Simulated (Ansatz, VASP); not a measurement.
One calculation of Mg, two programs

The input INCAR:

```
SYSTEM = Mg
PREC     = Accurate       ! precision mode
ENCUT    = 520            ! plane-wave cutoff, eV
EDIFF    = 1E-7           ! SCF threshold, eV
ISMEAR   = -1             ! smearing method
SIGMA    = 0.05           ! smearing width, eV
LREAL    = .False.        ! projectors in reciprocal space
LASPH    = .True.         ! aspherical terms in the spheres
NELM     = 80             ! most SCF steps
ALGO     = Normal         ! electronic algorithm
ISIF     = 2              ! what is computed and relaxed
LWAVE    = .False.        ! write WAVECAR
LCHARG   = .False.        ! write CHGCAR
GGA      = PE             ! functional
NBANDS   = 7              ! bands
```

The input KPOINTS:

```
Automatic mesh
0
Gamma
  11 11 11
  0 0 0
```

Contents of POSCAR:

```
Mg
1.0
   -1.8481508693      1.8481508693      1.6905262251
    1.8481508693     -1.8481508693      1.6905262251
    1.8481508693      1.8481508693     -1.6905262251
Mg
1
Direct
    0.0000000000      0.0000000000      0.0000000000
```

input.yaml

```yaml
crystal:
  lattice:
    - [-1.8481508693, 1.8481508693, 1.6905262251]
    - [1.8481508693, -1.8481508693, 1.6905262251]
    - [1.8481508693, 1.8481508693, -1.6905262251]
  atoms:
    - { symbol: Mg, position: [0.0, 0.0, 0.0] }
hamiltonian:
  xc: pbe
  pseudopotentials: { kind: paw }
kpoints:
  mp_grid: { grid: [11, 11, 11] }
scf:
  occupations: { method: fermi_dirac, width: 0.05 }
output:
  forces: true
  stress: true
  eigenvalues: true
  write_density: true
  write_potential: true
  elf: true
  volumetric_format: npy
```

Change from the starting cell: volume scaled by 1.02.

Alike in both runs: task single point; functional PBE; k mesh 11 × 11 × 11; occupations fermi-dirac, width 0.05 eV; no spin polarisation.

|  | VASP | Ansatz |
| --- | --- | --- |
| version | VASP 6.6.1 | Ansatz 0.2.0 |
| potentials or method | VASP PAW PBE potentials, release 64 (Mg) | Ansatz PAW |
| plane-wave cutoff (eV) | 520 | 420 |
| valence electrons in the cell | 2 | 10 |

|  | VASP | Ansatz | Ansatz less VASP |
| --- | --- | --- | --- |
| gap on the k mesh at the Fermi level (eV) | none | none | - |
| pressure (GPa) | -0.3 | -0.1 | +0.12 |
| largest component of the traceless stress (GPa) | 0.12 | 0.12 | +0.003 |

A gap of «none» marks a metal or a gap that the smearing closes. The two sets of potentials don't hold the same shells in valence.
